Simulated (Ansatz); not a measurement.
The following input was run with Ansatz 0.2.0.

```yaml
crystal:
  lattice:
    - [0.0, 2.8726651981, 2.8726651981]
    - [2.8726651981, 0.0, 2.8726651981]
    - [2.8726651981, 2.8726651981, 0.0]
  atoms:
    - { symbol: Li, position: [0.25, 0.25, 0.25] }
    - { symbol: Li, position: [0.75, 0.75, 0.75] }
    - { symbol: S, position: [0.0, 0.0, 0.0] }
basis:
  ecutwfc: 500
kpoints:
  mp_grid: { grid: [8, 8, 8] }
hamiltonian:
  xc: r2scan
scf:
  occupations: { method: gaussian, width: 0.02 }
output:
  forces: true
  stress: true
  eigenvalues: true
```

Run as
```bash
ansatz run input.yaml --threads 1 --pin off --max-ram 2560MiB --backend cpu --events-out ev --progress --plain --runs-dir out
```

Level of theory: DFT r2SCAN, scalar-relativistic, plane waves, PAW (Ansatz).

From the run's log, abridged:

```
Pseudopotentials: kind: paw
Pseudopotential: Li, paw, valence charge 3, recommended cutoff 500 eV (meta_gga)
Pseudopotential: S, paw, valence charge 6, recommended cutoff 500 eV (meta_gga)
Functional definition: r2SCAN
Crystal: 3 atoms, lattice volume = 47.412 Å³
Basis set: ecut = 500 eV, 1243 PW (Γ), exchange–correlation on 120×120×120 points (64 copies of the dense FFT grid, shifted against one another)
Bands: 10, of which v1, the nominal top of the filled ones, is band 6 counted from 1 (5 counted from 0)
Symmetry: 48 space group operations
Space group: Fm-3m (ITA 225), of the structure as read, at distance tolerance 3.6e-5 Å
k-points: 29 of 512
Initial density: superposition of atomic densities (neutral atoms: chi_scale 0, normalization atom), corrected by the library's trained network
Initial wavefunctions: pseudopotential atomic-orbital guess
Functional: x = r2scan, c = r2scan; τ floored in thin density (d = 2e-4 eV/Å³)
SCF iter   1: F=—  HF=-1320.547902 eV  |F-HF|=—  |Δ(HF+E_count)|=         —  Δρ=3.58e-3  dr2=3.05e-3  dr2_τ=6.20e-3  ethr=1.77e-3  ⟨swp⟩=5.9  Hψ=1909  notcnv=0
SCF iter   2: F=—  HF=-1320.610795 eV  |F-HF|=—  |Δ(HF+E_count)|=   6.29e-2  Δρ=1.99e-3  dr2=1.21e-3  dr2_τ=2.91e-5  ethr=2.54e-5  ⟨swp⟩=3.0  Hψ=907  notcnv=0
SCF iter   3: F=—  HF=-1320.611185 eV  |F-HF|=—  |Δ(HF+E_count)|=   3.90e-4  Δρ=3.11e-4  dr2=7.37e-5  dr2_τ=7.21e-6  ethr=1.01e-5  ⟨swp⟩=2.4  Hψ=505  notcnv=0
SCF iter   4: F=—  HF=-1320.611208 eV  |F-HF|=—  |Δ(HF+E_count)|=   2.31e-5  Δρ=8.25e-5  dr2=1.96e-6  dr2_τ=2.15e-7  ethr=6.14e-7  ⟨swp⟩=2.0  Hψ=391  notcnv=0
SCF iter   5: F=—  HF=-1320.611212 eV  |F-HF|=—  |Δ(HF+E_count)|=   4.16e-6  Δρ=3.75e-5  dr2=6.13e-7  dr2_τ=4.55e-8  ethr=1.63e-8  ⟨swp⟩=2.7  Hψ=449  notcnv=0
SCF iter   6: F=-1320.611213 eV  HF=-1320.611213 eV  |F-HF|=3.25e-8  |Δ(HF+E_count)|=   4.93e-7  Δρ=1.17e-5  dr2=8.40e-8  dr2_τ=3.91e-9  ethr=8.33e-10  ⟨swp⟩=3.0  Hψ=1144  notcnv=0
SCF 1 converged in 6 iterations: F = -1320.611213 eV  dr2 = 8.40e-8
SCF converged after 6 iterations
Free energy (F): -1320.611213 eV
Harris-Foulkes:  -1320.611213 eV  (|F-HF|=3.25e-8)
Internal energy: -1320.611213 eV  (E = F + TS)
E sigma→0 (E₀):  -1320.611213 eV
Fermi energy:    3.842490 eV
--- Per-component energies (eV) ---
  E_band       = -189.269853
  E_kinetic    = 152.189994
  E_local      = -373.387421  (includes V_loc(G=0)·N_el)
  E_nonlocal   = -38.448971
  E_hartree    = 113.779833
  E_xc         = -114.189388
  E_vxc        = -126.507424  (∫ρ·V_xc dr)
  E_paw        = -653.246815  (= ΣΔE_a)
  E_vpaw       = -37.062289  (= ΣTr[D̂ρ^β])
  E_aug_tail   = -0.000206  (compensation charges beyond the density's cutoff)
  E_vtau       = 6.387752  (kinetic-family band-sum trace: ∫τ·v_τ [+ j·A + Jᵃ·Aᵃ] dr)
  E_ewald      = -407.198473
  E_core_change = -0.109767  (= ΣΔE_core)
  E_smearing   =  0.000000  (= −TS)
--- Forces (eV/Å), atoms counted from 1 ---
  atom   1  Li     0.00000000     0.00000000     0.00000000
  atom   2  Li     0.00000000     0.00000000     0.00000000
  atom   3  S      0.00000000     0.00000000     0.00000000
--- Stress (GPa, compression-positive) ---
       -1.148495       0.000000       0.000000
        0.000000      -1.148495       0.000000
        0.000000       0.000000      -1.148495
  P = ⅓ Tr σ = -1.1485 GPa (-11.485 kbar)
--- Band table (eV; the first three rows and the last of 29) ---
  k-point 0: bands = ["-43.6335", "-43.5962", "-9.5382", "1.8976", "1.8976", "1.8976", "6.7003", "8.7978", "8.7978", "8.7978"]
  k-point 1: bands = ["-43.6320", "-43.5975", "-9.4810", "1.3268", "1.8148", "1.8148", "7.1346", "9.0329", "9.0329", "9.1268"]
  k-point 2: bands = ["-43.6277", "-43.6013", "-9.3348", "0.2555", "1.6333", "1.6333", "7.8374", "9.3405", "9.3405", "9.9295"]
  k-point 28: bands = ["-43.6139", "-43.6139", "-8.9651", "0.1016", "0.1016", "0.2179", "7.8144", "9.8731", "11.3916", "11.3916"]
```

The calculation finished and met its thresholds.

Time: 4.2 s on 1 thread of Intel(R) Xeon(R) Processor @ 2.50GHz (Skylake/Cascade Lake), with other jobs on the host, peak memory 0.43 GiB.